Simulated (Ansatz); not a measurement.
Write a Python script for the Ansatz DFT code, driven from Python that makes a comparison of functionals at one structure of AlN, space group P6_3mc. Level of theory (first run): LDA, PAW, the default cutoff (420 eV here), 12×12×4 k-points, fixed occupations. The script varies functional: lda, pbesol, rpbe, r2scan, pbe.

```yaml
crystal:
  lattice:
    - [3.11300, 0.00000, 0.00000]
    - [-1.55650, 2.69594, 0.00000]
    - [0.00000, 0.00000, 4.98100]
  atoms:
    - { symbol: Al, position: [0.33333, 0.66667, 0.00000] }
    - { symbol: Al, position: [0.66667, 0.33333, 0.50000] }
    - { symbol: N, position: [0.33333, 0.66667, 0.38000] }
    - { symbol: N, position: [0.66667, 0.33333, 0.88000] }
```

The script, `run_xc.py`:
```python
"""One structure of AlN under several functionals."""

import ansatz
import pandas as pd

lattice = ansatz.Lattice.of(
    [3.113, 0.0, 0.0],
    [-1.5565, 2.695937, 0.0],
    [0.0, 0.0, 4.981],
)
sites = [
    ("Al", [1 / 3, 2 / 3, 0.0]),
    ("Al", [2 / 3, 1 / 3, 0.5]),
    ("N", [1 / 3, 2 / 3, 0.38]),
    ("N", [2 / 3, 1 / 3, 0.88]),
]
system = ansatz.Crystal(lattice=lattice)
for symbol, position in sites:
    system = system.atom(symbol, position)

job = system.calculation()
job = job.pseudopotentials("paw")
job = job.kpoints(12, 12, 4)
job = job.occupations("fixed")
job = job.band_table()

rows = []
for value in ["lda", "pbesol", "rpbe", "r2scan", "pbe"]:
    rep = job.functional(value).run(threads=1).report
    rows.append((value, rep["free_energy_ev"] / len(rep["lattice"]["sites"]), rep["n_iterations"], rep["gap_by_band_count_ev"], rep["n_kpoints"]))

table = pd.DataFrame(rows, columns=["functional", "F/atom (eV)", "iterations", "gap by band count (eV)", "k-points"])
print(table.round(5).to_string(index=False))
```

Output of `python run_xc.py`:
```text
DeckWarning: basis.ecutwfc = 420 eV, auto-derived from the records' recommended cutoffs: set by Al (normal level)
DeckWarning: basis.ecutwfc = 500 eV, auto-derived from the records' recommended cutoffs: set by Al (their level for a meta-GGA)
functional  F/atom (eV)  iterations  gap by band count (eV)  k-points
       lda   -444.92467           6                 4.23898        57
    pbesol   -452.97886           6                 4.13265        57
      rpbe   -464.30534           6                 4.24611        57
    r2scan   -464.24216           7                 4.85934        57
       pbe   -462.12449           6                 4.21289        57
```
(Warnings from the package without file and line.)

Caveats:
- Semilocal gaps usually lie well under measured ones.
- Of the deposited cell: the entry's cell lengths or inner coordinates differ somewhat from later room-temperature determinations.
- The starting cell is as deposited in a crystallographic database; the results hold for this polymorph, which needn't be the stable one.
- Gaps and levels are Kohn-Sham values on a finite set of k-points.
- Total energies of different functionals can't be compared; pressures, moments and gaps at this one structure can.
- Hardware and time: 14 s on 1 thread of Intel(R) Xeon(R) Processor @ 2.30GHz (shared host), peak memory 0.62 GiB.
